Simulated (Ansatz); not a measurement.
Runs of Ansatz 0.2.0 on ZnS (Wurtzite-2H). The structure is hexagonal, space group P6_3mc (No. 186). The conventional cell has a = 3.811 Å, b = 3.811 Å, c = 6.234 Å, α = 90.00°, β = 90.00°, γ = 120.00°. Around Zn (site symmetry 3m) lie 4 S at 2.31 to 2.40 Å. S (site symmetry 3m) is surrounded by 4 Zn at 2.31 to 2.40 Å. 

| task | level | cell | k mesh | smearing | points for each segment of the path | broadening | atoms under strain | mesh quality | gap on the mesh (eV) | pressure (GPa) | relaxed volume (Å³/atom) | largest force (eV/Å) |
| --- | --- | --- | --- | --- | --- | --- | --- | --- | --- | --- | --- | --- |
| band structure | RPBE | as given | 8 × 8 × 5 | fermi-dirac 0.05 eV | 14 | - | - | not flagged | 2.42 | 4.9 | - | 0.33 |
| relaxation of cell and atoms | revPBE | relaxed | 8 × 8 × 5 | fermi-dirac 0.05 eV | - | - | - | not flagged | 2.09 | 0.0 | 20.74 | - |
| relaxation of cell and atoms | revPBE+D3(BJ) | relaxed | 8 × 8 × 5 | fermi-dirac 0.05 eV | - | - | - | not flagged | 2.42 | 0.0 | 19.18 | - |
| band structure | BLYP | as given | 8 × 8 × 5 | fermi-dirac 0.05 eV | 14 | - | - | not flagged | 2.23 | 6.2 | - | 0.34 |
| relaxation of cell and atoms | revPBE+D4 | relaxed | 8 × 8 × 5 | fermi-dirac 0.05 eV | - | - | - | not flagged | 2.41 | 0.0 | (c) | - |
| relaxation of cell and atoms | PBEsol+D4 | relaxed | 8 × 8 × 5 | fermi-dirac 0.05 eV | - | - | - | not flagged | 2.23 | 0.0 | 18.88 | - |
| optical spectrum | HSE06+D3(BJ) | atoms moved at random, drawn with an rms of 0.02 Å | 4 × 4 × 3 | gaussian 0.01 eV | - | 0.1 eV | - | coarse | 3.46 | - | - | - |
| relaxation of cell and atoms | RPBE | relaxed | 8 × 8 × 5 | fermi-dirac 0.05 eV | - | - | - | not flagged | 2.09 | 0.0 | 20.96 | - |
| band structure | revPBE | as given | 8 × 8 × 5 | fermi-dirac 0.05 eV | 14 | - | - | not flagged | 2.38 | 4.2 | - | 0.32 |
| relaxation of cell and atoms | PBEsol+D3(BJ) | relaxed | 8 × 8 × 5 | fermi-dirac 0.05 eV | - | - | - | not flagged | 2.28 | 0.0 | (b) | - |
| elastic constants | LDA | as given | 6 × 6 × 4 | fixed | - | - | relaxed | not flagged | 1.96 | -4.1 | - | - |
| relaxation of cell and atoms | BLYP | relaxed | 8 × 8 × 5 | fermi-dirac 0.05 eV | - | - | - | not flagged | (a) | 0.0 | 21.31 | - |

Alike in all rows: potentials or basis Ansatz PAW; no spin polarisation; cutoff (eV) 420.

Task: Fill in the values left out.

Result: (a) 1.79; (b) 18.70; (c) 19.24.

Caveats: some runs use coarse meshes; the PAW data sets come from PBE, with cores solved anew for the run's functional, which leaves a small shift of forces and pressure; odd divisions of the mesh miss points on the zone boundary, where band edges often lie, so the gap on the mesh can be too wide (some runs); the plane-wave basis is chosen anew once the cell has moved, so the energies of steps on either side of that aren't comparable (some runs); the cell is more than 3 GPa from zero pressure, which shifts response properties (some runs).

A k mesh can miss the band edges.

Runs at the PBE level aren't shown here.
